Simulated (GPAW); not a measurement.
A run of GPAW 26.7.0 is set up as follows.

Contents of run.py:

```python
from ase import Atoms
from ase.dft.bandgap import bandgap
from ase.io import write
from ase.units import GPa
from gpaw import GPAW, PW

atoms = Atoms(['Si', 'Si', 'Si', 'Si'],
              cell=[[3.8313174605, 0.0, 0.0],
                    [-1.9156587303, 3.3180182508, 0.0],
                    [0.0, 0.0, 6.3326220002]],
              scaled_positions=[[0.6666666667, 0.3333333333, 0.9369905],
                                [0.3333333333, 0.6666666667, 0.4369905],
                                [0.6666666667, 0.3333333333, 0.5630095],
                                [0.3333333333, 0.6666666667, 0.0630095]],
              pbc=True)

calc = GPAW(mode=PW(450),
            xc='PBE',
            kpts={'size': (7, 7, 4), 'gamma': True},
            occupations={'name': 'fermi-dirac', 'width': 0.05},
            nbands=18,
            maxiter=120,
            txt='gpaw.txt')
atoms.calc = calc
energy = atoms.get_potential_energy()
forces = atoms.get_forces()
stress = atoms.get_stress()
calc.write('gs.gpw')
write('result.traj', atoms)
print(f'Energy: {energy:.6f} eV')
print('Forces (eV/A):')
print(forces.round(4))
print('Stress (GPa):', (stress / GPa).round(3))
print('Fermi level:', round(calc.get_fermi_level(), 4), 'eV')
print(f'Gap: {bandgap(calc)[0]:.4f} eV, direct: {bandgap(calc, direct=True)[0]:.4f} eV')
```

Potentials or basis: GPAW PAW data sets (gpaw-data 1.2.1), pw.

The run is started by

```console
$ OMP_NUM_THREADS=1 python run.py
```

Estimate the largest force.

0.008 eV/Å.

What does it give for the pressure?

1.7 GPa.

Predict the band gap on the k mesh.

0.48 eV, indirect (least direct gap 1.03 eV).

Stress tensor (GPa, compression positive):
```
1.75 0.00 0.00
0.00 1.75 0.00
0.00 0.00 1.67
```

Caveat: the cutoff is short for stress and forces, so pressures can be off by a GPa or more; an odd mesh through Γ misses points on the zone boundary, where band edges often lie.
